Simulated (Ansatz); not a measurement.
# Bands of InAs

```
In As
1.0
     0.00000    3.02400    3.02400
     3.02400    0.00000    3.02400
     3.02400    3.02400    0.00000
In As
1 1
Direct
  0.00000 0.00000 0.00000
  0.75000 0.75000 0.75000
```

Atom numbers follow the list: In1, As2.

The conventional cell has a = 6.048 Å, b = 6.048 Å, c = 6.048 Å, α = 90.00°, β = 90.00°, γ = 90.00°. In (atom 1) has 4 As at 2.62 Å as nearest neighbours. As (atom 2) is surrounded by 4 In at 2.62 Å.

The cell is COD entry 1537448, as deposited and not checked against the literature; nothing was relaxed. It is an old determination, and later ones may differ.

All numbers below come from DFT, PBE, all-electron LAPW, Dirac equation with spin-orbit coupling in Ansatz 0.2.0.

The runs use a Γ-centred 10×10×10 k mesh, Fermi–Dirac smearing of 0.08 eV, basis error target 0.25 meV/atom, no spin polarisation.

Points in fractions of the reciprocal vectors of this cell: Γ (0, 0, 0), X (-0.5, -0.5, 0), U (-0.375, -0.375, 0.25), K (-0.375, 0, 0.375), L (0, 0, 0.5), W (-0.5, -0.25, 0.25). The path runs Γ–X–U–K–Γ–L–W–X. Energies are in eV from the Fermi level; (×n) counts levels within 4 meV of each other, which need not be degenerate by symmetry.

Question: List the levels at L between -5 and 5 eV.

Answer: -1.34 (×2), -1.09 (×2), 0.74 (×2), 4.37 (×2), 4.55 (×2).

Question: List the levels at U between -5 and 5 eV.

Answer: -3.50, -3.49, -2.17, -2.17, 1.90 (×2), 4.03, 4.08.

Question: List the levels at Γ between -5 and 5 eV.

Answer: -0.46 (×2), -0.42 (×2), -0.11 (×4), 3.38 (×2), 3.84 (×4).

Question: What is the band gap?

Answer: None at this level of theory (metallic, semimetallic, or a small gap that the functional closes).
